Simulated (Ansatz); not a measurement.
SnO2:

```xyz
3
Lattice="0.0000 2.5741 2.5741 2.5741 0.0000 2.5741 2.5741 2.5741 0.0000" Properties=species:S:1:pos:R:3 pbc="T T T"
Sn    0.0000    0.0000    0.0000
O     3.8612    3.8612    3.8612
O     1.2871    1.2871    1.2871
```

Measurements of this composition are mostly on another form, of space group No. 136.

Program: Ansatz 0.2.0. Alike in all runs: task single point; level HSE06 form with a typed share of exact exchange; potentials or basis Ansatz PAW; no spin polarisation; cell as given; k mesh 5 × 5 × 5; cutoff (eV) 420; smearing fermi-dirac 0.05 eV; the mesh is coarse, so values aren't converged.

Task: Order these runs on this cell by their pressure, lowest first.
A. screening (1/Å) 0.4
B. screening (1/Å) 0.6
C. screening (1/Å) 0.1

Result: C (-12.7 GPa), A (-11.1 GPa), B (-9.3 GPa).

Caveats: all runs use coarse meshes; the PAW data sets come from PBE, with cores solved anew for the run's functional, which leaves a small shift of forces and pressure; the thresholds are loose for stress.
